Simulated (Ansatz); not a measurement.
# PbO: stiffness from a series of strains

```yaml
crystal:
  lattice:
    - [3.97440, 0.00000, 0.00000]
    - [0.00000, 3.97440, 0.00000]
    - [0.00000, 0.00000, 5.02200]
  atoms:
    - { symbol: Pb, position: [0.00000, 0.50000, 0.23510] }
    - { symbol: Pb, position: [0.50000, 0.00000, 0.76490] }
    - { symbol: O, position: [0.00000, 0.00000, 0.00000] }
    - { symbol: O, position: [0.50000, 0.50000, 0.00000] }
```

Atom numbers follow the list: Pb1, Pb2, O3, O4.

The cell is a measured one (Crystallography Open Database entry 9012700); the temperature and pressure of the measurement aren't taken into account, and nothing was relaxed.

Spin–orbit coupling is left out, though it moves levels of the heavy atoms by tenths of an eV or more.

These are results of DFT, LDA, all-electron LAPW, scalar-relativistic (Ansatz 0.2.0), not measurements.

The runs use a Γ-centred 7×7×6 k mesh, Fermi–Dirac smearing of 0.03 eV, basis error target 1 meV/atom, no spin polarisation.

The strain is applied along the Cartesian axes of the cell as listed (γ is the engineering shear, twice εxy = εyz = εzx). Fractional coordinates are held (clamped ions).

σ is the change of stress from the unstrained cell, which is at -1.80 GPa; tension is positive, so slopes are stress–strain coefficients at that pressure.

Only quantities that a quadratic follows smoothly over the whole series are listed; rougher ones are left out.

```
      γ  σxy (GPa)  σyz (GPa)
-0.0200      -1.22      -0.85
 0.0000       0.00       0.00
 0.0100       0.59       0.41
 0.0200       1.18       0.81
```

Task: Fit the series and read off the stiffness at zero strain.

Result: Least-squares fits y = p0 + p1 x + p2 x² to the rows give σxy (GPa): p1 = 60, p2 = -45; σyz (GPa): p1 = 41.5, p2 = -50.

Task: One run, at γ = -0.0100, is withheld. Predict its row.

Result: The fits give -0.61, -0.42; the run gave -0.60, -0.42.
